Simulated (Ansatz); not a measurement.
**Sb under changes of volume**

One of the cells (26.213 Å³/atom); the others are scaled copies at fixed shape and fractional positions:

```xyz
1
Lattice="-1.8713 1.8713 1.8713 1.8713 -1.8713 1.8713 1.8713 1.8713 -1.8713" Properties=species:S:1:pos:R:3 pbc="T T T"
Sb    0.0000    0.0000    0.0000
```

This isn't the form of Sb at room conditions, which is rhombohedral.

| Property | Result |
| --- | --- |
| Program | Ansatz 0.2.0 |
| Functional | r2SCAN |
| Potentials or basis | Ansatz PAW |
| Cutoff | 500 eV (not typed: the program's choice for these potentials) |
| k mesh | 10 × 10 × 10 |
| Occupations | fermi-dirac, width 0.05 eV |
| Spin | no spin polarisation |

```csv
volume (Å³/atom),energy over the lowest point (meV/atom),pressure (GPa)
24.640,54.90,7.5
25.165,33.58,5.7
25.689,17.95,4.0
26.213,?,?
26.737,1.59,1.1
27.262,0.00,-0.1
27.786,2.27,-1.2
```

Q: What does the run at 26.213 Å³/atom give?

A: Energy over the lowest point 7.44 meV/atom; pressure 2.5 GPa.

Worked out: A Birch-Murnaghan fit of order 3 (a polynomial in V^(-2/3)) to the other rows has its minimum at 27.21 Å³/atom with B0 = V·E''(V) = 62 GPa and B' = 3.8. It gives 7.44 meV/atom at 26.213 Å³/atom, against the run's 7.44, and -dE/dV = 2.5 GPa, against 2.5.

Energies are extrapolated to zero smearing.

Caveats: the PAW data sets come from PBE, with cores solved anew for the run's functional, which leaves a small shift of forces and pressure.
